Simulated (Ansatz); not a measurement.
A relaxed cell of BaTiO₃ is given with its symmetry left out. It was relaxed at this level from a cell as deposited in COD.

Computed with DFT PBE, scalar-relativistic, plane waves, PAW (Ansatz 0.2.0). Cutoff 420 eV, Γ-centred mesh, Gaussian smearing, no spin polarisation.

```
CELL_PARAMETERS angstrom
4.01925 0.00000 0.00000
0.00000 4.01925 0.00000
0.00000 0.00000 4.01925
ATOMIC_POSITIONS crystal
Ba 0.50000 0.50000 0.50000
Ti 0.00000 0.00000 0.00000
O 0.50000 0.00000 0.00000
O 0.00000 0.50000 0.00000
O 0.00000 0.00000 0.50000
```

Energies over the elements count from the elements' standard structures at the same level (O₂ as a molecule), with no fitted energy shifts.

Task: What space group does it have?

Result: Pm-3m (No. 221), the cubic perovskite type. Conventional cell: a = 4.019 Å. Ba has 12 O at 2.84 Å and 8 Ti at 3.48 Å; Ti has 6 O at 2.01 Å and 8 Ba at 3.48 Å; O has 2 Ti at 2.01 Å, 4 Ba at 2.84 Å and 8 O at 2.84 Å.

Task: How far does it lie from the elements in energy?

Result: −3.091 eV/atom.

Task: Is it a metal?

Result: No, the gap on the 8×8×8 mesh is 1.78 eV.

The last run used an 8×8×8 mesh for its 5-atom cell and Gaussian smearing of 0.02 eV. Kohn–Sham gaps at this level usually fall short of measured ones. Symmetry constrained the relaxation, so the result can be a saddle point. Another cell of BaTiO3 relaxed alike, in R3m (a cell as deposited in COD), lies 13 meV/atom lower, so this cell isn't the stable form at this level.
